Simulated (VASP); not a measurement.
Write the native input for VASP 6.6.1 that does the following.

* Task: single point
* Functional: PBEsol
* Potentials or basis: VASP PAW PBE potentials, release 64 (Mn_pv, O)
* Cutoff: 520 eV
* k mesh: 7 × 7 × 7
* Occupations: gaussian, width 0.05 eV
* Spin: collinear spin, random start
* Starting moments: [3.16, 0.0] μB
* Hubbard terms: Mn d U = 6 eV
* Further INCAR settings: ALGO = Normal; EDIFF = 1e-07

The structure of MnO lies in POSCAR:

```
MnO
1.0
    0.0000000000      2.4365134300      2.4365134300
    2.4365134300      0.0000000000      2.4365134300
    2.4365134300      2.4365134300      0.0000000000
Mn O
1 1
Direct
    0.0000000000      0.0000000000      0.0000000000
    0.2500000000      0.2500000000      0.2500000000
```

Measurements of this composition are mostly on another form, of space group No. 225.

These files were run (other wordings do the same):

INCAR

```
SYSTEM = MnO
  PREC = Accurate
  ENCUT = 520
  EDIFF = 1E-7
  ISMEAR = 0
  SIGMA = 0.05
  LREAL = .FALSE.
  LASPH = .TRUE.
  NELM = 100
  ALGO = Normal
  ISIF = 2
  LWAVE = .FALSE.
  LCHARG = .FALSE.
  ISPIN = 2
  MAGMOM = 3.16 0
  LORBIT = 11
  LMAXMIX = 4
  LDAU = .TRUE.
  LDAUTYPE = 2
  LDAUL = 2 -1
  LDAUU = 6 0
  LDAUJ = 0 0
  LDAUPRINT = 1
  GGA = PS
```

KPOINTS

```
regular mesh
0
G
  7 7 7
  0 0 0
```

Potentials or basis: VASP PAW PBE potentials, release 64 (Mn_pv, O).

Command:

```sh
$ cat potpaw_PBE.64/Mn_pv/POTCAR potpaw_PBE.64/O/POTCAR > POTCAR
$ mpirun -np 1 vasp_std > vasp.out
```

Results of the run:

```yaml
Pressure: -3.7 GPa
Band_gap_on_the_k_mesh: none (metal or under the smearing width)
Net_moment: 5.00 μB per cell
Site_moments: Mn +4.67; O +0.05 μB
Valence_electrons_inside_the_program's_atomic_spheres: Mn 11.35; O 4.98
```

Caveat: the PAW data sets were made with another functional, which shifts forces and pressure a little; a cell with one magnetic atom can't hold antiferromagnetic order, which such compounds often take.

It took 42 s on 1 thread of AMD EPYC 7R43 64-Core Processor (Zen 3) (shared host), peak memory 0.13 GiB.
